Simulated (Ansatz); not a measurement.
**RbBr (rocksalt structure), explained**

**The experiment.** The Crystallography Open Database holds a cell as deposited of cubic RbBr (space group Fm-3m), temperature not stated (1969, doi:10.1177/000271625731300103): a = 6.877 Å, 40.65 Å³/atom.

Level of theory: DFT, PBE, scalar-relativistic, no spin polarisation; plane waves to 420 eV with PAW datasets (Ansatz 0.2.0), 8×8×8 k-mesh, Gaussian smearing of 0.05 eV; PAW files: Ansatz's generated set soft_2.

The start was a prototype's sites filled with these elements; the Crystallography Open Database holds the compound in this structure.

The relaxed structure (symmetry read at 0.01 Å). The structure is cubic, space group Fm-3m (No. 225). Conventional cell: a = 7.017 Å, b = 7.017 Å, c = 7.017 Å, α = 90.00°, β = 90.00°, γ = 90.00°. Around Rb (site symmetry m-3m) lie 6 Br at 3.51 Å. Around Br (site symmetry m-3m) lie 6 Rb at 3.51 Å. (Shells end 15 % past the nearest neighbour.)

Problem. Should it be a metal or an insulator?

Solution. Formal charges Rb⁺, Br⁻ balance and leave closed shells on every ion, so a band insulator is expected, and the gap is 4.19 eV.

Problem. What kind of gap is it?

Solution. It is direct, 4.19 eV. Within 0.6 eV of the edges the projected states are 98 % Br 4p at the top of the valence band and 79 % Rb 5s at the bottom of the conduction band. The lowest excitation takes an electron from Br back to Rb, as in ionic insulators.

Problem. What fixes the bond lengths?

Solution. Shannon's ionic radii give a check on the bond lengths: Rb⁺ with 6 neighbours 1.52 Å + Br⁻ 1.96 Å = 3.48 Å against a computed mean of 3.51 Å. Sums and bonds agree within 3 %, so ion sizes set the bond lengths.

Problem. How ionic is it?

Solution. Bader charges against formal ones: Rb +0.83 (+1), Br −0.83 (−1). The cations give up 83 % of the formal charge; Bader charges stay under formal ones because the anions' density reaches into the cations' basins, though a share this high marks a strongly ionic bond.

Problem. How stiff is it, in energy terms?

Solution. B0·V0 = 11.8 GPa × 43.20 Å³ = 3.20 eV/atom sets the scale: near the minimum ΔE ≈ ½ B0 V0 x², with x = V/V0 − 1, and a pressure of 0.12 GPa squeezes the volume by about 1 %. At the ends of the curve: x = −5.5 % predicts 4.9 meV/atom and the run gives 5.5; x = +9.9 % predicts 15.8 meV/atom and the run gives 13.1. Compression costs more and expansion less than the parabola says, since the crystal stiffens as it shrinks; B0′ measures that.

Problem. Which Debye temperature follows from the elastic moduli?

Solution. K = 11.9 GPa and G = 6.3 GPa (Hill). With a density of 3.180 g/cm³ (mean mass 82.7 u, 43.18 Å³/atom), K = 11.88 and G = 6.33 GPa from the unrounded constants, v_l = √((K + 4G/3)/ρ) = 2530 m/s and v_t = √(G/ρ) = 1410 m/s. The mean [(1/v_l³ + 2/v_t³)/3]^(−1/3) is 1570 m/s, and θ_D = (ħ/k_B)(6π²/V)^(1/3) v_m ≈ 133 K, with V the volume an atom.

All results together:

| Item | Value |
| --- | --- |
| Volume | 43.18 Å³/atom |
| Band gap | 4.19 eV |
| Smallest direct gap | 4.19 eV |
| Bader charges | Rb 0.83; Br -0.83 e |
| Formation energy from the elements (0 K, uncorrected) | -1.77 eV/atom |
| Bulk modulus (Birch–Murnaghan) | 11.8 GPa |
| Pressure derivative B0′ | 4.9 |
| Shear modulus (Hill) | 6.3 GPa |
| Young's modulus | 16.1 GPa |
| Poisson's ratio | 0.27 |
| Elastically stable | yes |

**Against experiment.** PBE gives 7.017 Å and 43.18 Å³/atom, +6.2 % in volume (+2.0 % in length) from the database's cell. PBE usually overestimates volumes, but by less than this. The static lattice also lacks zero-point motion and thermal expansion, roughly 2.4 to 6.1 % in volume at 300 K (room temperature assumed) by Grüneisen's rule, γ·3k_BT/(B0·V0) with γ of 1 to 2.5, so its own overestimate is larger than the figure. The database's entry may also be off.

Kohn–Sham gaps of semilocal functionals lie under measured ones, often by a third or more.
